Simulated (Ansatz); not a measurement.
## ZrB2: what symmetry allows forces and stress to be

```
CELL_PARAMETERS angstrom
3.10942 -0.02035 0.00000
-1.57234 2.72338 0.00000
0.00000 0.00000 3.78805
ATOMIC_POSITIONS crystal
Zr 0.00596 0.00298 0.00000
B 0.34273 0.67136 0.50000
B 0.65132 0.32566 0.50000
```

Computed with DFT PBE, scalar-relativistic, plane waves, PAW in Ansatz 0.2.0.

Cutoff 420 eV; k points 14×14×10 on the computed 3-atom cell (Γ-centred); Gaussian smearing, width 0.10 eV; no spin polarisation.

This distorted cell has space group Amm2, with 4 operations.

**Question.** Without a calculation: in which directions can each atom feel a force?

**Answer.** A force must be left unchanged by every operation that keeps its atom in place, so it lies in the space that those operations leave fixed. Atoms that the group maps onto each other feel forces of one size.
```json
{"atom": "Zr1", "site symmetry": "mm2", "operations at the site": "4", "equivalent to atom": "1", "allowed force (Cartesian)": "along (0.87, 0.50, 0.00)"}
{"atom": "B2", "site symmetry": "mm2", "operations at the site": "4", "equivalent to atom": "2", "allowed force (Cartesian)": "along (0.87, 0.50, 0.00)"}
{"atom": "B3", "site symmetry": "mm2", "operations at the site": "4", "equivalent to atom": "3", "allowed force (Cartesian)": "along (0.87, 0.50, 0.00)"}
```

That leaves 3 independent force components of 9, tied by 1 condition that the forces sum to zero, so 2 remain. A relaxation in this cell that keeps the symmetry moves the atoms in these directions alone.

**Question.** And the stress tensor?

**Answer.** It must be invariant under the point group, which leaves 3 independent components: yz, xz vanish. Further linear relations between components hold in this frame.

**Question.** Do the computed values obey this?

**Answer.** Yes. Forces (eV/Å):
```
Zr1 -0.229 -0.132  0.000
B2  -0.600 -0.346  0.000
B3   0.829  0.478  0.000
```

Stress (GPa, compression positive, xx yy zz yz xz xy): 4.59 0.84 -22.29 0.00 0.00 3.25. The program imposes the same operations on density, forces and stress, so this confirms the analysis and is no independent test of the calculation.